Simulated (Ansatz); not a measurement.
# Trial structures of P: starts and ends

These are results of DFT PBE, scalar-relativistic, plane waves, PAW (Ansatz), not measurements. All cells share a 420 eV cutoff and Γ-centred k meshes spaced at most about 0.3 Å⁻¹ (about 0.25 or finer for metals, 2π included). No spin polarisation in the final relaxations.

Each guess was relaxed in cell and atoms at zero pressure, within the symmetry of its start. These are static total energies at zero pressure. Coordination counts all near atoms (those within 1.25 times the shortest such distance or 1.15 times the sum of covalent radii; a plus sign parts nearer from farther groups; a slash parts the counts of unlike sites).

```tsv
guess	made from	start group	V start (Å³/atom)	end group	V end (Å³/atom)	coordination at the end	gap on mesh (eV)	E over the lowest end (meV/atom)
1	4-connected net of one element	P6_3/mmc	15.1	P6_3/mmc	29.3	P 3	1.68	0
2	3-, 4-connected net of one element	Cmce	14.7	Imma	20.2	P 2+2	0	315
3	4-connected net of one element	Pmma	15.4	Pmmm	16.1	P 5/6	0	180
4	4-connected net of one element	P2	15.0	Cmm2	23.3	P 2/3/4	0	216
5	4-connected net of one element	P6_222	12.9	P6_222	16.5	P 4	0	349
6	4-connected net of one element	R32	17.0	R32	17.9	P 2+2/4	0	273
7	4-connected net of one element	Cmme	15.3	?	?	?	?	?
```

Guess 7 as it starts:

```xyz
6
Lattice="2.9712 -3.6459 0.0000 2.9712 3.6459 0.0000 0.0000 0.0000 4.2426" Properties=species:S:1:pos:R:3 pbc="T T T"
P     2.9712   -0.7583    1.3160
P     2.9712   -2.8876    1.3160
P     2.9712    0.7583    2.9266
P     2.9712    2.8876    2.9266
P     4.4568    0.0000    0.0000
P     1.4856    0.0000    0.0000
```

Q: Predict the end of this guess and its energy over the lowest end.

A: It ends in space group Cmme (No. 67), with a = 6.079 Å, b = 7.983 Å, c = 6.170 Å, 25.0 Å³/atom and no gap. It lies 297 meV/atom over the lowest end, above guess 6 and below guess 2. Counting all near atoms, this end has P 3/4 and the lowest (guess 1) has P 3.

```yaml
crystal:
  lattice:
    - [3.03961, -3.99167, 0.00000]
    - [3.03961, 3.99167, 0.00000]
    - [0.00000, 0.00000, 6.17007]
  atoms:
    - { symbol: P, position: [0.61530, 0.38470, 0.24180] }
    - { symbol: P, position: [0.88470, 0.11530, 0.24180] }
    - { symbol: P, position: [0.38470, 0.61530, 0.75820] }
    - { symbol: P, position: [0.11530, 0.88470, 0.75820] }
    - { symbol: P, position: [0.75000, 0.75000, 0.00000] }
    - { symbol: P, position: [0.25000, 0.25000, 0.00000] }
```

Weakly bound directions are ill-defined at this level, which has no dispersion term (P6_3/mmc, Cmm2, Cmme), and this can change margins and order among such cells. Kohn–Sham gaps at this level usually fall short of measured ones. Cells relaxed within their symmetry can be saddle points; a later kick test found a lower structure for P Pmmm and P Cmme. The part of the Crystallography Open Database at hand lists P in space groups No. 2, 13, 64, 123; no cell shown has one of them. Some types were kept out of the candidates beforehand, so the set may lack a known form.
